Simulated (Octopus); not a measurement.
Crystal: ZrS2.

```xyz
3
Lattice="3.6914 0.0000 0.0000 -1.8457 3.1968 0.0000 0.0000 0.0000 6.0411" Properties=species:S:1:pos:R:3 pbc="T T T"
Zr    0.0000    0.0000    0.0000
S     0.0000    2.1312    1.4372
S     1.8457    1.0656    4.6038
```

The cell is a database's computed one.

Base run:

```yaml
Program: Octopus 16.4
Functional: PBE
Potentials_or_basis: pseudodojo_pbe (PseudoDojo 0.5, PBE)
Grid_spacing: 0.137 × 0.137 × 0.140 Å
k_mesh: 8 × 8 × 5
Occupations: fermi-dirac, width 0.05 eV
Spin: no spin polarisation
```

Its results: band gap on the k mesh 1.05 eV, indirect (least direct gap 1.63 eV); largest force 0.057 eV/Å.

Question: The run is repeated on the same cell with these changes: functional from PBE to PBEsol; potentials or basis from pseudodojo_pbe (PseudoDojo 0.5, PBE) to pseudodojo_pbesol (PseudoDojo 0.4, PBEsol). What comes out?

Answer: Band gap on the k mesh 0.98 eV, indirect (least direct gap 1.58 eV); largest force 0.140 eV/Å.

Caveats: an odd mesh through Γ misses points on the zone boundary, where band edges often lie.

Not every run made on this cell is shown here.
